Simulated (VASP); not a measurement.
NiO: single point with PBE

NiO:

```
Ni O
1.0
     0.00000    2.06217    2.06217
     2.06217    0.00000    2.06217
     2.06217    2.06217    0.00000
Ni O
1 1
Direct
  0.00136 0.00622 0.97990
  0.74031 0.76999 0.73535
```

The cell was built by a generator and needn't be a form met in nature.

The cell isn't the ideal one: atoms moved at random, drawn with an rms of 0.05 Å.

```
Program             : VASP 6.6.1
Task                : single point
Functional          : PBE
Potentials or basis : VASP PAW PBE potentials, release 64 (Ni, O)
Cutoff              : 520 eV
k mesh              : 11 × 11 × 11
Occupations         : fermi-dirac, width 0.05 eV
Spin                : collinear spin, ferromagnetic start
Starting moments    : [1.0, 0.0] μB
```

The pressure is 60.8 GPa, the largest force is 0.670 eV/Å and the band gap on the k mesh is none (metal or under the smearing width). The net moment is 0.99 μB per cell and the site moments are Ni +0.79; O +0.18 μB. The valence electrons inside the program's atomic spheres are Ni 9.76; O 5.10.

Forces on the atoms (eV/Å):
```
Ni   0.647 -0.168  0.050
O   -0.647  0.168 -0.050
```

Stress tensor (GPa, compression positive):
```
60.65  0.80 -2.06
 0.80 60.92  7.45
-2.06  7.45 60.94
```

Levels at points of the mesh, in eV from the Fermi level:
Spin up:
```csv
k point,band 5,band 6,band 7,band 8,band 9,band 10,band 11,band 12,band 13,band 14
"(0.00, 0.00, 0.00)",-2.69,-2.68,0.70,0.92,1.12,1.17,16.10,16.11,16.13,22.88
```
Spin down:
```csv
k point,band 6,band 7,band 8,band 9,band 10,band 11
"(0.00, 0.00, 0.00)",-2.06,0.97,1.75,1.91,1.97,16.24
```

Run time: 12 min on 1 thread of Intel(R) Xeon(R) Platinum 8375C CPU @ 2.90GHz (Ice Lake) (shared host), peak memory 0.43 GiB.

Caveat: the cell as given lies far from equilibrium; a cell with one magnetic atom can't hold antiferromagnetic order, which such compounds often take; semilocal functionals often make such compounds metallic where correlation or magnetic order opens a gap, which also shifts bond lengths.
